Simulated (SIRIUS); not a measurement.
Wanted: the native input for a SIRIUS 7.10.0 run.

* Task: single point
* Functional: PBE
* Potentials or basis: GBRV 1.5 PBE (ultrasoft)
* Cutoff: 557 eV
* Density cutoff: 5442 eV
* k mesh: 13 × 13 × 13
* Occupations: fermi-dirac, width 0.05 eV
* Spin: no spin polarisation
* Libxc names: ["XC_GGA_X_PBE", "XC_GGA_C_PBE"]
* Energy tol: 1e-08 Ha
* Density tol: 1e-06
* Mixer: anderson
* Mixing beta: 0.7
* Max scf: 100

Crystal: Si.

```
CELL_PARAMETERS angstrom
-1.62691 1.62691 1.32033
1.62691 -1.62691 1.32033
1.62691 1.62691 -1.32033
ATOMIC_POSITIONS crystal
Si 0.00000 0.00000 0.00000
```

This isn't the form of Si at room conditions, which is diamond.

The input as run:

sirius.json

```json
{
  "control": {
    "processing_unit": "cpu",
    "verbosity": 2,
    "num_bands_to_print": 8,
    "print_forces": true,
    "print_stress": true
  },
  "parameters": {
    "electronic_structure_method": "pseudopotential",
    "xc_functionals": ["XC_GGA_X_PBE", "XC_GGA_C_PBE"],
    "gk_cutoff": 6.4,
    "pw_cutoff": 20.0,
    "ngridk": [13, 13, 13],
    "shiftk": [0, 0, 0],
    "smearing": "fermi_dirac",
    "smearing_width": 0.0018374661,
    "num_bands": 8,
    "num_mag_dims": 0,
    "num_dft_iter": 100,
    "energy_tol": 1e-08,
    "density_tol": 1e-06
  },
  "iterative_solver": {
    "type": "davidson",
    "min_tolerance": 1e-09,
    "tolerance_scale": [0.1, 0.25]
  },
  "mixer": {
    "type": "anderson",
    "beta": 0.7,
    "max_history": 8
  },
  "settings": {
    "tol_ne": 1e-10
  },
  "unit_cell": {
    "lattice_vectors": [
      [-0.613298399849, 0.613298399849, 0.497724969724],
      [0.613298399849, -0.613298399849, 0.497724969724],
      [0.613298399849, 0.613298399849, -0.497724969724]
    ],
    "lattice_vectors_scale": 5.012932769,
    "atom_coordinate_units": "lattice",
    "atom_types": ["Si"],
    "atom_files": {
      "Si": "Si.json"
    },
    "atoms": {
      "Si": [
        [0.0, 0.0, 0.0]
      ]
    }
  }
}
```

Potentials or basis: GBRV 1.5 PBE (ultrasoft).

Run with:

```console
$ upf_to_json si_pbe_v1.uspp.F.UPF
$ OMP_NUM_THREADS=1 sirius.scf --input=sirius.json --output=out.json --task=0
```

Results of the run:

```json
{
 "Pressure": "3.4 GPa",
 "Band gap on the k mesh": "none (metal or under the smearing width)"
}
```

Wall time 14 s on 1 thread of Arm Neoverse V1, on a shared host, peak memory 0.26 GiB.
